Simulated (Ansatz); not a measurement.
Relaxing Ru in the fcc type

First guess:

```xyz
1
Lattice="0.0000 1.8105 1.8105 1.8105 0.0000 1.8105 1.8105 1.8105 0.0000" Properties=species:S:1:pos:R:3 pbc="T T T"
Ru    0.0000    0.0000    0.0000
```

Theory: Ansatz 0.2.0, DFT, PBE, PAW with Ansatz's default frozen-core files, scalar-relativistic.

Cell and atoms relax within the symmetry of the start on a 16×16×16 k mesh with 0.05 eV Fermi–Dirac smearing.

The start is built from a prototype, known or not as a phase of this compound; the cutoff is 420 eV.

What is the pressure of the first guess?

67.7 GPa.

What does it relax to?

a = 3.811 Å, b = 3.811 Å, c = 3.811 Å, α = 90.00°, β = 90.00°, γ = 90.00° (conventional cell), 13.84 Å³ per atom:
```cif
data_structure
_symmetry_space_group_name_H-M 'Fm-3m'
_symmetry_Int_Tables_number 225
_cell_length_a 3.8108
_cell_length_b 3.8108
_cell_length_c 3.8108
_cell_angle_alpha 90.000
_cell_angle_beta 90.000
_cell_angle_gamma 90.000
_cell_volume 55.34
loop_
_atom_site_label
_atom_site_type_symbol
_atom_site_symmetry_multiplicity
_atom_site_Wyckoff_symbol
_atom_site_fract_x
_atom_site_fract_y
_atom_site_fract_z
_atom_site_occupancy
Ru1 Ru 4 a 0.00000 0.00000 0.00000 1
```

How much energy does the relaxation release?

359 meV/atom.
